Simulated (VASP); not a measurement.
# Pr (P6_3/mmc) in VASP: single point with PBE

Aim: the single point of Pr with PBE.

Everything below comes from runs of VASP 6.6.1. Logs are shortened: lines on timing, memory, paths and dates and some standing lists are left out, and cuts for length are marked.

## (1) The crystal as given

Symmetry: P6_3/mmc, No. 194, hexagonal system. The conventional cell has a = 3.541 Å, b = 3.541 Å, c = 11.851 Å, α = 90.00°, β = 90.00°, γ = 120.00°. Pr (site symmetry -3m) has 12 Pr at 3.54 to 3.60 Å as nearest neighbours. Around Pr (site symmetry -6m2) lie 12 Pr at 3.54 to 3.60 Å.

## (2) Single point, PBE, collinear spin, typed start

Input file INCAR:

```
SYSTEM = Pr
PREC = Accurate
ENCUT = 520
EDIFF = 1E-6
ISMEAR = -1
SIGMA = 0.1
LREAL = .False.
LASPH = .True.
NELM = 150
ALGO = Normal
ISIF = 2
LWAVE = .False.
LCHARG = .False.
ISPIN = 2
MAGMOM = 2.276 2.276 -2.297 -2.297
LORBIT = 11
LMAXMIX = 6
GGA = PE
NBANDS = 38
```

Input file KPOINTS:

```
regular mesh
0
Gamma
  5 5 2
  0 0 0
```

Input file POSCAR:

```
Pr
1.0
    3.5414036408      0.0000000000      0.0000000000
   -1.7707018204      3.0669455180      0.0000000000
    0.0000000000      0.0000000000     11.8511779078
Pr
4
Direct
    0.0000000000      0.0000000000      1.0000000000
    0.0000000000      0.0000000000      0.5000000000
    0.3333333333      0.6666666667      0.7500000000
    0.6666666667      0.3333333333      0.2500000000
```

Potentials or basis: VASP PAW PBE potentials, release 64 (Pr).

Run with:

```sh
$ cat potpaw_PBE.64/Pr/POTCAR > POTCAR
$ mpirun -np 1 vasp_std > vasp.out
```

OUTCAR:

```text
SYSTEM = Pr
   PREC = Accurate
   ENCUT = 520
   EDIFF = 1E-6
   ISMEAR = -1
   LREAL = .False.
   LASPH = .True.
   NELM = 150
   ISIF = 2
   ISPIN = 2
   LORBIT = 11
   GGA = PE

 ion  position               nearest neighbor table
   1  0.000  0.000  0.000-
   2  0.000  0.000  0.500-
   3  0.333  0.667  0.750-
   4  0.667  0.333  0.250-

  LATTYP: Found a hexagonal cell.
 ALAT       =     3.5414036408
 C/A-ratio  =     3.3464634676

  Lattice vectors:

 A1 = (   3.5414036408,   0.0000000000,   0.0000000000)
 A2 = (  -1.7707018204,   3.0669455180,   0.0000000000)
 A3 = (   0.0000000000,   0.0000000000,  11.8511779078)

Analysis of symmetry for initial positions (statically):
=====================================================================
 Subroutine PRICEL returns:
 Original cell was already a primitive cell.

 Routine SETGRP: Setting up the symmetry group for a
 hexagonal supercell.

 Subroutine GETGRP returns: Found 24 space group operations
 (whereof 12 operations were pure point group operations)
 out of a pool of 24 trial point group operations.

The static configuration has the point symmetry D_3d.
 The point group associated with its full space group is D_6h.

Analysis of symmetry for dynamics (positions and initial velocities):
=====================================================================
 Subroutine PRICEL returns:
 Original cell was already a primitive cell.

 Routine SETGRP: Setting up the symmetry group for a
 hexagonal supercell.

 Subroutine GETGRP returns: Found 24 space group operations
 (whereof 12 operations were pure point group operations)
 out of a pool of 24 trial point group operations.

The dynamic configuration has the point symmetry D_3d.
 The point group associated with its full space group is D_6h.

Analysis of structural, dynamic, and magnetic symmetry:
=====================================================================
 Subroutine PRICEL returns:
 Original cell was already a primitive cell.

 Routine SETGRP: Setting up the symmetry group for a
 hexagonal supercell.

 Subroutine GETGRP returns: Found 24 space group operations
 (whereof 12 operations were pure point group operations)
 out of a pool of 24 trial point group operations.

The overall configuration has the point symmetry D_3d.
 The point group associated with its full space group is D_6h.

 Subroutine INISYM returns: Found 24 space group operations
 (whereof 12 operations are pure point group operations),
 and found     1 'primitive' translations

----------------------------------------------------------------------------------------

                                     Primitive cell

  volume of cell :     128.7191

  direct lattice vectors                    reciprocal lattice vectors
     3.541403641  0.000000000  0.000000000     0.282373912  0.163028654  0.000000000
    -1.770701820  3.066945518  0.000000000     0.000000000  0.326057308  0.000000000
     0.000000000  0.000000000 11.851177908     0.000000000  0.000000000  0.084379798

  length of vectors
     3.541403641  3.541403641 11.851177908     0.326057308  0.326057308  0.084379798

  position of ions in fractional coordinates (direct lattice)
     0.000000000  0.000000000  0.000000000
     0.000000000  0.000000000  0.500000000
     0.333333333  0.666666667  0.750000000
     0.666666667  0.333333333  0.250000000

  ion indices of the primitive-cell ions
   primitive index   ion index
                 1           1
                 2           2
                 3           3
                 4           4

----------------------------------------------------------------------------------------

 KPOINTS: regular mesh

Automatic generation of k-mesh.
 Grid dimensions read from file:
 generate k-points for:    5    5    2

 Generating k-lattice:

  Cartesian coordinates                     Fractional coordinates (reciprocal lattice)
     0.056474782  0.032605731  0.000000000     0.200000000  0.000000000  0.000000000
     0.000000000  0.065211462  0.000000000     0.000000000  0.200000000  0.000000000
     0.000000000  0.000000000  0.042189899     0.000000000  0.000000000  0.500000000

  Length of vectors
     0.065211462  0.065211462  0.042189899

  Shift w.r.t. Gamma in fractional coordinates (k-lattice)
     0.000000000  0.000000000  0.000000000

 Subroutine IBZKPT returns following result:
 ===========================================

 Found     10 irreducible k-points:

 Following reciprocal coordinates:
            Coordinates               Weight
  0.000000  0.000000  0.000000      1.000000
  0.200000  0.000000  0.000000      6.000000
  0.400000  0.000000  0.000000      6.000000
  0.200000  0.200000  0.000000      6.000000
  0.400000  0.200000  0.000000      6.000000
  0.000000  0.000000  0.500000      1.000000
  0.200000  0.000000  0.500000      6.000000
  0.400000  0.000000  0.500000      6.000000
  0.200000  0.200000  0.500000      6.000000
  0.400000  0.200000  0.500000      6.000000
   k-points           NKPTS =     10   k-points in BZ     NKDIM =     10   number of bands    NBANDS=     38
   number of dos      NEDOS =    301   number of ions     NIONS =      4
   total plane-waves  NPLWV =  70560
   dimension x,y,z NGX =    28 NGY =   28 NGZ =   90
   dimension x,y,z NGXF=    56 NGYF=   56 NGZF=  180
   ions per type =               4
   NGX,Y,Z   is equivalent  to a cutoff of  13.14, 13.14, 12.63 a.u.
   NGXF,Y,Z  is equivalent  to a cutoff of  26.29, 26.29, 25.25 a.u.
 SYSTEM =  Pr
   PREC   = accura    normal or accurate (medium, high low for compatibility)
   ISTART =      0    job   : 0-new  1-cont  2-samecut
   ICHARG =      2    charge: 1-file 2-atom 10-const
   ISPIN  =      2    spin polarized calculation?
   LNONCOLLINEAR =      F non collinear calculations
   LSORBIT =      F    spin-orbit coupling
   LASPH  =      T    aspherical Exc in radial PAW
   ENCUT  =  520.0 eV  38.22 Ry    6.18 a.u.   6.58  6.58 22.04*2*pi/ulx,y,z
   NELM   =    150;   NELMIN=  2; NELMDL= -5     # of ELM steps
   EDIFF  = 0.1E-05   stopping-criterion for ELM
   LREAL  =      F    real-space projection
   EDIFFG = 0.1E-04   stopping-criterion for IOM
   NSW    =      0    number of steps for IOM
   IBRION =     -1    ionic relax: 0-MD 1-quasi-New 2-CG
   NFREE  =      0    steps in history (QN), initial steepest desc. (CG)
   ISIF   =      2    stress and relaxation
   ISYM   =      2    0-nonsym 1-usesym 2-fastsym
   POTIM  = 0.5000    time-step for ionic-motion
   TEBEG  =    0.0;   TEEND  =   0.0 temperature during run
   PSTRESS=    0.0 pullay stress
   NELECT =      52.0000    total number of electrons
   NUPDOWN=      -1.0000    fix difference up-down
   EMIN   =  10.00;   EMAX   =-10.00  energy-range for DOS
   EFERMI =   0.00;   METHOD = LEGACY
   ISMEAR =    -1;   SIGMA  =   0.10  broadening in eV -4-tet -1-fermi 0-gaus
   EFERMI_NEDOS =   21; number of points for ismear=-14 and -15
   IALGO  =     38    algorithm
   IMIX   =      4    mixing-type and parameters
     AMIX     =   0.40;   BMIX     =  1.00
     AMIX_MAG =   1.60;   BMIX_MAG =  1.00
  volume/ion in A,a.u.               =      32.18       217.16
  Fermi-wavevector in a.u.,A,eV,Ry     =   1.210212  2.286970 19.927285  1.464614
  Thomas-Fermi vector in A             =   2.345766
   LORBIT       =     11    0 simple, 1 ext, 2 COOP (PROOUT), +10 PAW based schemes
   GGA     = PE    functional components
   LHFCALC =     F    Hartree Fock is set to
   AEXX    =    0.0000 exact exchange contribution
   IVDW    =     0    specifies the selected vdW correction
   LEPSILON=     F    determine dielectric tensor
   LRPA    =     F    only Hartree local field effects (RPA)
 spin polarized calculation
  energy-cutoff  :      520.00
  volume of cell :      128.72
 maximum number of plane-waves:      3536
 NGX is ok and might be reduce to    28
   NGX = 13   NGY = 13   NGZ = 45

 number of electron      51.9999999 magnetization      -0.0501419

 number of electron      52.0000006 magnetization       0.0641683

 Free energy of the ion-electron system (eV)
  ---------------------------------------------------
  ext. energy  EPLUGINS =         0.00000000
  ---------------------------------------------------
  free energy    TOTEN  =       -22.22924293 eV

  energy without entropy =      -21.36531769  energy(sigma->0) =      -21.79728031

 E-fermi :   6.5712     XC(G=0): -10.2543

 val. band max:        6.5574811280   @ k =   0.2000   0.2000   0.5000
 cond. band min:       6.5764985536   @ k =   0.4000   0.2000   0.5000
 fundamental gap:      0.0190174256
 Fermi energy:         6.5711817246

 spin component 1

 k-point     1 :       0.0000    0.0000    0.0000
  band No.  band energies     occupation
      1     -29.3765      1.00000
      2     -29.3682      1.00000
      3     -28.3238      1.00000
      4     -28.3125      1.00000
      5     -11.8657      1.00000
      6     -11.4470      1.00000
[... 30 lines left out ...]
     37       7.9334      0.00000
     38       7.9537      0.00000
[... 367 lines left out ...]
     37       7.3913      0.00027
     38       7.3913      0.00027
 Fermi energy:         6.5711817246

 spin component 2

 k-point     1 :       0.0000    0.0000    0.0000
  band No.  band energies     occupation
      1     -29.3804      1.00000
      2     -29.3723      1.00000
      3     -28.3045      1.00000
      4     -28.2933      1.00000
      5     -11.8737      1.00000
      6     -11.4657      1.00000
[... 30 lines left out ...]
     37       7.8550      0.00000
     38       7.9797      0.00000
[... 367 lines left out ...]
     37       7.5103      0.00008
     38       7.5103      0.00008

------------------------ aborting loop because EDIFF is reached ----------------------------------------

  FORCE on cell =-STRESS in cart. coord.  units (eV):
  Direction    XX          YY          ZZ          XY          YZ          ZX
  --------------------------------------------------------------------------------------
  -------------------------------------------------------------------------------------
  Total        0.2168765      0.2168765     -0.0612615      0.0000000     -0.0000000      0.0000000
  in kB        2.6994792      2.6994792     -0.7625273      0.0000000     -0.0000000      0.0000000
  external PRESSURE =       1.5454770 kB  Pullay stress =       0.0000000 kB

 VOLUME and BASIS-vectors are now :
 -----------------------------------------------------------------------------
  energy-cutoff  :      520.00
  volume of cell :      128.72
      direct lattice vectors                 reciprocal lattice vectors
     3.541403641  0.000000000  0.000000000     0.282373912  0.163028654  0.000000000
    -1.770701820  3.066945518  0.000000000     0.000000000  0.326057308  0.000000000
     0.000000000  0.000000000 11.851177908     0.000000000  0.000000000  0.084379798

 POSITION                                       TOTAL-FORCE (eV/Angst)
 -----------------------------------------------------------------------------------
      0.00000      0.00000      0.00000        -0.000000      0.000000     -0.000000
      0.00000      0.00000      5.92559        -0.000000      0.000000     -0.000000
     -0.00000      2.04463      8.88838        -0.000000     -0.000000      0.000000
      1.77070      1.02232      2.96279         0.000000      0.000000      0.000000
 -----------------------------------------------------------------------------------
    total drift:                               -0.000000      0.000000      0.000000

  FREE ENERGIE OF THE ION-ELECTRON SYSTEM (eV)
  ---------------------------------------------------
  free  energy   TOTEN  =       -22.2292429335 eV

  energy  without entropy=      -21.3653176899  energy(sigma->0) =      -21.79728031

 total charge

# of ion       s       p       d       f       tot
--------------------------------------------------
    1        1.999   5.264   0.641   2.133  10.037
    2        1.999   5.264   0.641   2.133  10.037
    3        2.001   5.267   0.636   2.138  10.042
    4        2.001   5.267   0.636   2.138  10.042
--------------------------------------------------
tot          8.000  21.062   2.555   8.542  40.159

 magnetization (x)

# of ion       s       p       d       f       tot
--------------------------------------------------
    1       -0.008  -0.033   0.135   2.030   2.124
    2       -0.008  -0.033   0.135   2.030   2.124
    3        0.008   0.032  -0.127  -2.031  -2.118
    4        0.008   0.032  -0.127  -2.031  -2.118
--------------------------------------------------
tot          0.001  -0.001   0.016  -0.002   0.014
```

Run time: 20 min. Hardware: 1 thread of Intel Xeon Platinum 8259CL at 2.50GHz (Skylake/Cascade Lake), shared host; peak memory 0.35 GiB.

What came out:

| Item | Value |
| --- | --- |
| Free energy | -22.2292 eV |
| Pressure | 0.2 GPa |
| Band gap on the k mesh | none (metal or under the smearing width) |
| Net moment | 0.06 μB per cell |
| Site moments | Pr +2.12, -2.12 μB |
| Valence electrons inside the program's atomic spheres | Pr 10.04 |

Levels at points of the mesh, in eV from the Fermi level:
Spin up:
| k point | band 23 | band 24 | band 25 | band 26 | band 27 | band 28 |
| --- | --- | --- | --- | --- | --- | --- |
| (0.00, 0.00, 0.00) | -0.17 | -0.17 | 0.01 | 0.01 | 0.01 | 0.01 |
| (0.00, 0.00, 0.50) | -0.18 | -0.18 | 0.01 | 0.01 | 0.01 | 0.01 |
Spin down:
| k point | band 23 | band 24 | band 25 | band 26 | band 27 | band 28 | band 29 | band 30 |
| --- | --- | --- | --- | --- | --- | --- | --- | --- |
| (0.00, 0.00, 0.00) | -0.46 | -0.39 | 0.02 | 0.02 | 0.04 | 0.04 | 0.60 | 0.60 |
| (0.00, 0.00, 0.50) | -0.42 | -0.42 | 0.03 | 0.03 | 0.03 | 0.03 | 0.61 | 0.61 |

Caveat: the k mesh is coarse (spacing up to 0.41 Å⁻¹), so the values aren't converged; the magnetic or orbital state may not be the lowest; spin-orbit coupling is left out, which moves the levels of the heavy elements. The state reached can hang on the start; a lower one may exist.
